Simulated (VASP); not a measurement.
Here is a VASP 6.6.1 calculation.

INCAR

```
SYSTEM = Ni
  PREC = Accurate
  ENCUT = 550
  EDIFF = 1E-6
  ISMEAR = 0
  SIGMA = 0.02
  LREAL = .FALSE.
  LASPH = .TRUE.
  NELM = 150
  ALGO = Normal
  ISIF = 2
  LWAVE = .FALSE.
  LCHARG = .FALSE.
  ISPIN = 2
  MAGMOM = 1
  LORBIT = 11
  LMAXMIX = 4
  GGA = RP
  NBANDS = 15
```

File KPOINTS:

```
regular mesh
0
G
  13 13 13
  0 0 0
```

The input POSCAR:

```
Ni
1.0
   -1.3837154700      1.3837154700      1.3837154700
    1.3837154700     -1.3837154700      1.3837154700
    1.3837154700      1.3837154700     -1.3837154700
Ni
1
Cartesian
    0.0000000000      0.0000000000      0.0000000000
```

Potentials or basis: VASP PAW PBE potentials, release 64 (Ni_GW).

Run with:

```sh
$ cat potpaw_PBE.64/Ni_GW/POTCAR > POTCAR
$ mpirun -np 1 vasp_std > vasp.out
```

Question: What does it give for the site moments?

Answer: Ni +0.59 μB.

Question: Predict the pressure.

Answer: 12.2 GPa.

Question: Estimate the net moment.

Answer: 0.59 μB per cell.

Question: Estimate the band gap on the k mesh.

Answer: None (metal or under the smearing width).

Caveat: the PAW data sets were made with another functional, which shifts forces and pressure a little.
